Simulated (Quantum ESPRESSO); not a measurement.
## MoS2 in Quantum ESPRESSO: the effect of Hubbard term

The system is MoS2.

```
Mo S
1.0
     3.56395    0.00000    0.00000
    -1.78197    3.08647    5.74939
     1.78197   -3.08647    5.74939
Mo S
2 4
Cartesian
  0.0000 0.0000 0.0000
  0.0000 0.0000 5.7494
  1.7820 -1.0288 7.1982
  1.7820 1.0288 4.3005
  0.0000 2.0576 7.1982
  3.5639 -2.0576 4.3005
```

Measurements of this composition are mostly on another form, of space group No. 194.

Alike in all runs:

```yaml
Program: Quantum ESPRESSO 7.5
Task: single point
Functional: PBEsol
Potentials_or_basis: GBRV 1.5 PBEsol
Cutoff: 612 eV
Density_cutoff: 4898 eV
k_mesh: 4 × 4 × 4
Occupations: gaussian, width 0.05 eV
Spin: collinear spin, antiferromagnetic start
Starting_moments: "[2.0, 0.0, 0.0, -2.0, -0.0, -0.0] μB"
Hubbard_projectors: atomic
Double: 5
Start_of_the_occupations: atomic
Moments_locked: none
Magnetic_state_asked_for: afm_doubled
Formal_shell_electrons: 1 d2, 4 d2
```

| Hubbard term | pressure (GPa) | largest force (eV/Å) |
| --- | --- | --- |
| none | -15.6 | 0.86 |
| Mo d U = 1 eV | -14.6 | 0.85 |
| Mo d U = 2 eV | -10.9 | 0.91 |
| Mo d U = 3 eV | -9.4 | 0.81 |
| Mo d U = 4 eV | ? | ? |
| Mo d U = 5 eV | -6.5 | 0.56 |
| Mo d U = 6 eV | -5.3 | 0.44 |
| Mo d U = 8 eV | -3.0 | 0.22 |

What does the run with Hubbard term Mo d U = 4 eV give?

Pressure -7.9 GPa; largest force 0.69 eV/Å.

Worked out: A parabola through the other rows of the pressure, of slope 1.61 GPa per eV there, gives -7.9 GPa, against the run's -7.9. A parabola through the other rows of the largest force, of slope -0.0877 eV/Å per eV there, gives 0.70 eV/Å, against the run's 0.69.

Caveats: all runs use coarse meshes.
